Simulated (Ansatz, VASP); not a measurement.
NiO in VASP and in Ansatz

```
Ni O
1.0
     0.00000    2.08590    2.08590
     2.08590    0.00000    2.08590
     2.08590    2.08590    0.00000
Ni O
1 1
Direct
  0.00000 0.00000 0.00000
  0.50000 0.50000 0.50000
```

Alike in both runs: task relaxation of cell and atoms; functional PBE; k mesh 11 × 11 × 11; occupations fermi-dirac, width 0.05 eV; collinear spin, ferromagnetic start.

```csv
,VASP,Ansatz
version,VASP 6.6.1,Ansatz 0.2.0
potentials or method,"VASP PAW PBE potentials, release 64 (Ni, O_h)",Ansatz PAW
plane-wave cutoff (eV),980,420
valence electrons in the cell,16,24
```

Ansatz gave:

- net moment per atom (μB): 0.91
- size of the moment on the site where the two differ most (μB): 0.29
- relaxed volume (Å³/atom): 9.37
- relaxed cell length with the largest relative difference (Å): 2.982
- energy change over the relaxation (meV/atom): -5

Question: Estimate VASP's values.

Answer: net moment per atom (μB): 0.89; size of the moment on the site where the two differ most (μB): 0.21; relaxed volume (Å³/atom): 9.35; relaxed cell length with the largest relative difference (Å): 2.980; energy change over the relaxation (meV/atom): -4.

Site moments also hang on the region over which each program counts them. The two sets of potentials don't hold the same shells in valence.

Caveats: a cell with one magnetic atom can't hold antiferromagnetic order, which such compounds often take; semilocal functionals often make such compounds metallic where correlation or magnetic order opens a gap, which also shifts bond lengths (VASP); the plane-wave basis is chosen anew once the cell has moved, so the energies of steps on either side of that aren't comparable (Ansatz); the pressure holds a Pulay correction of +0.7 GPa for the finite cutoff (Ansatz). PBE usually gives volumes a little too large and moduli too small. With open d or f shells a metallic result of PBE can be an artefact of self-interaction; +U or a hybrid may open a gap.
